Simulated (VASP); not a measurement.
# Sb: molecular dynamics with a thermostat

Sb, Fm-3m (no. 225), 12 atoms in the cell. PBE, molecular dynamics; PAW potentials Sb (PBE set).

Ensemble: Nose-Hoover chain; Target temperature (K): 600.

## Input

INCAR:
```
SYSTEM = Sb
  GGA = PE
  PREC = Normal
  ENCUT = 200
  EDIFF = 1E-6
  NELMIN = 4
  NELM = 60
  ALGO = Fast
  LREAL = Auto
  LASPH = .TRUE.
  ISMEAR = -1
  SIGMA = 0.05
  ISYM = 0
  LWAVE = .FALSE.
  LCHARG = .FALSE.
  IBRION = 0
  NSW = 60
  POTIM = 4.0
  TEBEG = 600
  ISIF = 2
  RANDOM_SEED = 829837 0 0
  MDALGO = 4
  NHC_NCHAINS = 3
  NHC_PERIOD = 30
  KPAR = 2
```

KPOINTS:
```
k-points
0
Monkhorst-Pack
  2 2 2
```

POSCAR:
```
Sb
1.0
    0.0000000000      4.7424850432      4.7424850432
    4.7424850432      0.0000000000      4.7424850432
    7.1137275648      7.1137275648      0.0000000000
Sb
12
Direct
    0.0000000000      0.0000000000      0.0000000000
    0.0000000000      0.0000000000      0.3333333333
    0.0000000000      0.0000000000      0.6666666667
    0.0000000000      0.5000000000      0.0000000000
    0.0000000000      0.5000000000      0.3333333333
    0.0000000000      0.5000000000      0.6666666667
    0.5000000000      0.0000000000      0.0000000000
    0.5000000000      0.0000000000      0.3333333333
    0.5000000000      0.0000000000      0.6666666667
    0.5000000000      0.5000000000      0.0000000000
    0.5000000000      0.5000000000      0.3333333333
    0.5000000000      0.5000000000      0.6666666667
```

Commands:
```
cat potpaw_PBE.64/Sb/POTCAR > POTCAR
mpirun -np 2 vasp_std > vasp.out
```

## Result

- Mean temperature (K): 578
- Rise of the mean potential energy above the start (meV/atom): -1.2
- Electronic steps per ionic step after the first: 4.3

Course of the run:

| Time (fs) | Temperature (K) | Potential energy less the first (meV/atom) |
|---|---|---|
| 4 | 600 | 0.0 |
| 24 | 605 | -0.7 |
| 40 | 621 | -2.6 |
| 60 | 648 | -6.0 |
| 76 | 654 | -7.1 |
| 96 | 623 | -4.4 |
| 112 | 577 | 0.2 |
| 132 | 540 | 3.5 |
| 148 | 550 | 1.4 |
| 168 | 588 | -4.1 |
| 184 | 598 | -6.3 |
| 204 | 558 | -3.1 |
| 220 | 485 | 4.1 |
| 240 | 381 | 15.3 |

REPORT:
```
MDALGO =   4
           NHC_NCHAINS =   3
            NHC_PERIOD =    30
            NHC_NRESPA =    1
                NHC_NS =  1
               SCALING =       0
                 CNEXP =     9.000   14.000
           RANDOM_SEED =            829837                0                0

   original number of atomic DOF:         33
   number of independent constraints:      0
   number of active DOF:                  33

========================================
         MD step No.       1
========================================

  Atomic velocities initialized by STEP_tb

  >Nose-Hoover_chains
                       xs       vs(fs^-1)
   nhc_s>  -0.19034345E-09  -0.19032362E-09
   nhc_s>  -0.13889371E-03  -0.13889853E-03
   nhc_s>  -0.13888889E-03  -0.13886960E-03

  >Energies
                    E_tot             E_pot             E_kin               EPS                ES
   e_b>   -0.44163784E+02   -0.45016904E+02    0.85312002E+00    0.14361312E-04   -0.14362884E-04

  >Temperature
               T_sim     T_inst
   tmprt>    600.000    599.999

           RANDOM_SEED =            829837               72                0

[... steps left out ...]

========================================
         MD step No.      60
========================================

  >Nose-Hoover_chains
                       xs       vs(fs^-1)
   nhc_s>   0.80409808E-01   0.45249253E-03
   nhc_s>  -0.22394651E+01  -0.12897392E-01
   nhc_s>  -0.85756219E-01   0.11079660E-01

  >Energies
                    E_tot             E_pot             E_kin               EPS                ES
   e_b>   -0.44164815E+02   -0.44833643E+02    0.54171442E+00    0.11013949E+00    0.16974649E-01

  >Temperature
               T_sim     T_inst
   tmprt>    600.000    380.988

           RANDOM_SEED =            829837               72                0
```

OSZICAR:
```
N       E                     dE             d eps       ncg     rms          rms(c)
DAV:   1     0.151022860776E+03    0.15102E+03   -0.11717E+04   296   0.590E+02
DAV:   2    -0.310481895529E+02   -0.18207E+03   -0.17709E+03   337   0.146E+02
DAV:   3    -0.446568224721E+02   -0.13609E+02   -0.13156E+02   379   0.382E+01
DAV:   4    -0.450508231281E+02   -0.39400E+00   -0.38034E+00   384   0.569E+00
DAV:   5    -0.450628958283E+02   -0.12073E-01   -0.11912E-01   403   0.798E-01    0.695E+00
RMM:   6    -0.450331348356E+02    0.29761E-01   -0.19420E-02   297   0.560E-01    0.404E+00
RMM:   7    -0.450163574967E+02    0.16777E-01   -0.45665E-02   302   0.858E-01    0.130E-01
RMM:   8    -0.450167976913E+02   -0.44019E-03   -0.38384E-03   322   0.273E-01    0.581E-02
RMM:   9    -0.450168716846E+02   -0.73993E-04   -0.61034E-04   324   0.103E-01    0.224E-02
RMM:  10    -0.450168949843E+02   -0.23300E-04   -0.19179E-04   332   0.353E-02    0.221E-02
RMM:  11    -0.450168943656E+02    0.61868E-06   -0.43213E-05   312   0.142E-02    0.213E-03
RMM:  12    -0.450168990361E+02   -0.46705E-05   -0.37633E-05   223   0.607E-03    0.158E-03
[... left out ...]
     58 T=   421. E= -.44166306E+02 F= -.44885524E+02 E0= -.44851598E+02  EK= 0.59687E+00 SP= 0.11E-01 SK= 0.11E+00
     59 T=   400. E= -.44166049E+02 F= -.44858609E+02 E0= -.44824639E+02  EK= 0.56762E+00 SP= 0.14E-01 SK= 0.11E+00
[... last step whole ...]
       N       E                     dE             d eps       ncg     rms          rms(c)
DAV:   1    -0.448336387185E+02    0.24970E-01   -0.10723E-02   368   0.100E+00    0.338E-03
RMM:   2    -0.448336424385E+02   -0.37200E-05   -0.45749E-05   296   0.254E-02    0.199E-03
RMM:   3    -0.448336431034E+02   -0.66482E-06   -0.84476E-06   273   0.965E-03    0.233E-03
RMM:   4    -0.448336431606E+02   -0.57210E-07   -0.13157E-06   177   0.388E-03
     60 T=   381. E= -.44165752E+02 F= -.44833643E+02 E0= -.44799634E+02  EK= 0.54078E+00 SP= 0.17E-01 SK= 0.11E+00
```

Limits: 240 fs of 12 atoms are too short for converged averages; the cell is only 5.5 Å across, so each atom moves in step with near copies of itself.

VASP 6.6.1 took 227 s on 2 cores (Intel Xeon Platinum 8375C @ 2.90GHz (Ice Lake)), a shared host.
